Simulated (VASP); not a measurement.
```yaml
crystal:
  lattice:
    - [0.00000, 3.02851, 3.02851]
    - [3.02851, 0.00000, 3.02851]
    - [3.02851, 3.02851, 0.00000]
  atoms:
    - { symbol: Al, position: [0.00000, 0.00000, 0.00000] }
    - { symbol: Sb, position: [0.25000, 0.25000, 0.25000] }
```

All values below come from G0W0 on PBE orbitals, VASP's PBE PAW potentials (set 64) (plane waves; VASP). Settings: PREC = Normal, 350 eV cut-off, 4×4×4 Γ-centred mesh, Gaussian smearing of 0.010 eV, potentials Al_GW Sb_d_GW.

The mesh is coarse and the basis finite, so the quasiparticle values are not converged.

NBANDS = 160, ENCUTGW = 200 eV, NOMEGA = 64. The PBE levels (eV) that the step starts from are:

| state | KS energy | filling |
|---|---|---|
| k1 (0.00, 0.00, 0.00), band 6 | -7.17 | 2 |
| k1 (0.00, 0.00, 0.00), band 7 | 3.79 | 2 |
| k1 (0.00, 0.00, 0.00), band 8 | 3.79 | 2 |
| k1 (0.00, 0.00, 0.00), band 9 | 3.79 | 2 |
| k1 (0.00, 0.00, 0.00), band 10 | 5.71 | 0 |
| k1 (0.00, 0.00, 0.00), band 11 | 6.92 | 0 |
| k1 (0.00, 0.00, 0.00), band 12 | 6.92 | 0 |
| k1 (0.00, 0.00, 0.00), band 13 | 6.92 | 0 |
| k3 (0.50, 0.00, 0.00), band 6 | -5.69 | 2 |
| k3 (0.50, 0.00, 0.00), band 7 | -1.82 | 2 |
| k3 (0.50, 0.00, 0.00), band 8 | 2.84 | 2 |
| k3 (0.50, 0.00, 0.00), band 9 | 2.84 | 2 |
| k3 (0.50, 0.00, 0.00), band 10 | 5.25 | 0 |
| k3 (0.50, 0.00, 0.00), band 11 | 7.52 | 0 |
| k3 (0.50, 0.00, 0.00), band 12 | 7.52 | 0 |
| k3 (0.50, 0.00, 0.00), band 13 | 10.37 | 0 |
| k5 (0.50, 0.25, 0.00), band 6 | -5.44 | 2 |
| k5 (0.50, 0.25, 0.00), band 7 | -1.40 | 2 |
| k5 (0.50, 0.25, 0.00), band 8 | 0.96 | 2 |
| k5 (0.50, 0.25, 0.00), band 9 | 2.04 | 2 |
| k5 (0.50, 0.25, 0.00), band 10 | 5.70 | 0 |
| k5 (0.50, 0.25, 0.00), band 11 | 8.15 | 0 |
| k5 (0.50, 0.25, 0.00), band 12 | 9.15 | 0 |
| k5 (0.50, 0.25, 0.00), band 13 | 9.63 | 0 |

### Question
Give the quasiparticle energies and renormalisation factors Z.

### Answer

```
state                           QP energy (eV)     Z
------------------------------  --------------  ----
k1 (0.00, 0.00, 0.00), band 6            -7.77  0.67
k1 (0.00, 0.00, 0.00), band 7             3.24  0.77
k1 (0.00, 0.00, 0.00), band 8             3.24  0.77
k1 (0.00, 0.00, 0.00), band 9             3.24  0.77
k1 (0.00, 0.00, 0.00), band 10            6.02  0.77
k1 (0.00, 0.00, 0.00), band 11            7.04  0.75
k1 (0.00, 0.00, 0.00), band 12            7.04  0.75
k1 (0.00, 0.00, 0.00), band 13            7.04  0.75
k3 (0.50, 0.00, 0.00), band 6            -6.27  0.70
k3 (0.50, 0.00, 0.00), band 7            -2.45  0.71
k3 (0.50, 0.00, 0.00), band 8             2.25  0.76
k3 (0.50, 0.00, 0.00), band 9             2.25  0.76
k3 (0.50, 0.00, 0.00), band 10            5.38  0.77
k3 (0.50, 0.00, 0.00), band 11            7.61  0.76
k3 (0.50, 0.00, 0.00), band 12            7.61  0.76
k3 (0.50, 0.00, 0.00), band 13           10.18  0.76
k5 (0.50, 0.25, 0.00), band 6            -6.01  0.70
k5 (0.50, 0.25, 0.00), band 7            -2.00  0.71
k5 (0.50, 0.25, 0.00), band 8             0.34  0.74
k5 (0.50, 0.25, 0.00), band 9             1.42  0.75
k5 (0.50, 0.25, 0.00), band 10            5.70  0.77
k5 (0.50, 0.25, 0.00), band 11            8.22  0.75
k5 (0.50, 0.25, 0.00), band 12            9.26  0.75
k5 (0.50, 0.25, 0.00), band 13            9.74  0.74
```
On the mesh the gap opens from 1.14 to 1.63 eV.

The compound is AlSb in the zinc blende structure. This cell is one point of a volume scan, at 0.96 of the reference volume. The k-mesh is coarse (spacing up to 0.45 per Å, 2π included), so the numbers may not be converged in it.
